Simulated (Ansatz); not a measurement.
# Phases of TaN at 260 GPa

Structure types of TaN are relaxed in primitive cells with their symmetry kept at 260 GPa, on PAW files; LAPW relaxes the small cells further and takes the PAW cell for the others (marked *). The enthalpy is E + pV at zero temperature, without zero-point motion. Only the types listed were tried, and differences under about 5 meV/atom are mesh noise. The real phase may be another.

Computed with Ansatz 0.2.0; functional PBE, scalar-relativistic. Settings: Fermi–Dirac smearing of 0.1 eV, no spin polarisation. Methods: LAPW: all electrons, basis error target 0.5 meV/atom; PAW: frozen-core files, cutoff 420 eV.

k meshes: rocksalt 17×17×17, CsCl 16×16×16, WC 17×17×15, NiAs 12×12×7, zincblende 16×16×16.

Spin–orbit coupling is left out, which matters for the heavy atoms.

Question: Which type is lowest in enthalpy, and by how much?

Answer: WC, 22 meV/atom below CsCl. The whole table:

| start type | ends as | a, b, c (Å) | V (Å³/atom) | H − H(lowest), LAPW (meV/atom) | same, PAW |
| --- | --- | --- | --- | --- | --- |
| rocksalt | rocksalt, Fm-3m | 3.914, 3.914, 3.914 | 7.50 | 103.2 | 102.6 |
| CsCl | CsCl, Pm-3m | 2.428, 2.428, 2.428 | 7.15 | 21.6 | 11.8 |
| WC | WC, P-6m2 | 2.592, 2.592, 2.608 | 7.59 | 0.0 | 0.0 |
| NiAs* | distorted NiAs, P6_3/mmc | 2.549, 2.549, 5.365 | 7.55 | 128.9 | 130.0 |
| zincblende | zincblende, F-43m | 4.109, 4.109, 4.109 | 8.67 | 2921.6 | 2951.7 |

Question: Split the lead of WC over CsCl into energy and pV.

Answer: For CsCl less WC: ΔE = +721.1 meV/atom, and p·ΔV = 260 GPa × -0.4310 Å³ × 6.242 meV/(GPa·Å³) = -699.4 meV/atom, together 21.7 meV/atom. WC wins by its internal energy, though it is the less dense.

Question: Would CsCl gain on WC at higher pressure?

Answer: Yes: dH/dp = V, and its volume is smaller by 0.43 Å³/atom. Held constant, that would close the gap after about 8 GPa more, a rough figure, since the volume difference changes with pressure.
